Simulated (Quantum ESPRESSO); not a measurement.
## W under changes of volume

One of the cells (15.848 Å³/atom); the others are scaled copies at fixed shape and fractional positions:

```
W
1.0
    -1.58234    1.58234    1.58234
     1.58234   -1.58234    1.58234
     1.58234    1.58234   -1.58234
W
1
Direct
  0.00000 0.00000 0.00000
```

```yaml
Program: Quantum ESPRESSO 7.5
Functional: PBEsol
Potentials_or_basis: PseudoDojo 0.4 FR PBEsol standard
Cutoff: 1007 eV
Density_cutoff: 4027 eV
k_mesh: 12 × 12 × 12
Occupations: fermi-dirac, width 0.05 eV
Spin: spin-orbit coupling, no magnetisation
```

```tsv
volume (Å³/atom)	energy over the lowest point (meV/atom)	pressure (GPa)
14.897	52.88	20.1
15.214	20.83	12.1
15.531	3.62	4.9
15.848	0.00	-1.6
16.165	8.81	-7.6
16.482	?	?
16.798	59.22	-17.8
```

What does the run at 16.482 Å³/atom give?

Energy over the lowest point 28.92 meV/atom; pressure -12.9 GPa.

Worked out: A Birch-Murnaghan fit of order 3 (a polynomial in V^(-2/3)) to the other rows has its minimum at 15.78 Å³/atom with B0 = V·E''(V) = 318 GPa and B' = 3.5. It gives 28.90 meV/atom at 16.482 Å³/atom, against the run's 28.92, and -dE/dV = -12.8 GPa, against -12.9.

Energies are extrapolated to zero smearing.
